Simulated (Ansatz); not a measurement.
# Deforming BaS

```yaml
crystal:
  lattice:
    - [0.00000, 3.19375, 3.19375]
    - [3.19375, 0.00000, 3.19375]
    - [3.19375, 3.19375, 0.00000]
  atoms:
    - { symbol: Ba, position: [0.00000, 0.00000, 0.00000] }
    - { symbol: S, position: [0.50000, 0.50000, 0.50000] }
```

Atoms are numbered in the order listed.

The conventional cell has a = 6.388 Å, b = 6.388 Å, c = 6.388 Å, α = 90.00°, β = 90.00°, γ = 90.00°. Ba (atom 1) has 6 S at 3.19 Å as nearest neighbours. S (atom 2) is surrounded by 6 Ba at 3.19 Å.

The cell is COD entry 9008600, as deposited and not checked against the literature; nothing was relaxed.

Spin–orbit coupling is left out, though it moves levels of the heavy atoms by tenths of an eV or more.

These are results of DFT, PBE, all-electron LAPW, scalar-relativistic (Ansatz 0.2.0), not measurements.

Numerical set-up: a Γ-centred 7×7×7 k mesh, Fermi–Dirac smearing of 0.01 eV, basis error target 0.25 meV/atom, no spin polarisation.

The unchanged cell is at 0.83 GPa, so energy changes include a term −P ΔV where the volume moves.

x, y and z are the Cartesian axes of the cell as listed; fractional coordinates follow a strain, and an engineering shear is twice the off-diagonal strain component.

**Question.** With this change (x and y strained by +4 %, z held), what becomes of the energy and stress and gap?

**Answer.** Energy change +19 meV/atom; stress change (xx, yy, zz, yz, xz, xy) -3.59, -3.59, -1.40, 0.00, 0.00, 0.00 GPa, compression positive; gap on the k mesh 2.26 → 2.28 eV.

With equal xy, yz and zx engineering shear strains of -4 %: energy change +9 meV/atom; stress change (xx, yy, zz, yz, xz, xy) -0.04, -0.04, -0.04, 0.65, 0.65, 0.65 GPa, compression positive; gap on the k mesh 2.26 → 2.16 eV.

**Question.** With this change (atom 1 (Ba) moved by (0.0800, 0.0000, 0.0000) Å), what becomes of the energy and stress and forces and gap?

**Answer.** Energy change +3 meV/atom; stress change (xx, yy, zz, yz, xz, xy) 0.25, -0.03, -0.03, 0.00, 0.00, 0.00 GPa, compression positive; change of the force on Ba1 (-0.158, 0.000, 0.000) eV/Å; gap on the k mesh 2.26 → 2.27 eV.

**Question.** What force constant does this one finite step give for Ba1 along its displacement (all its periodic images move with it)?

**Answer.** k = −ΔF·u/|u|² = 1.98 eV/Å², so the force pulls the atom back.
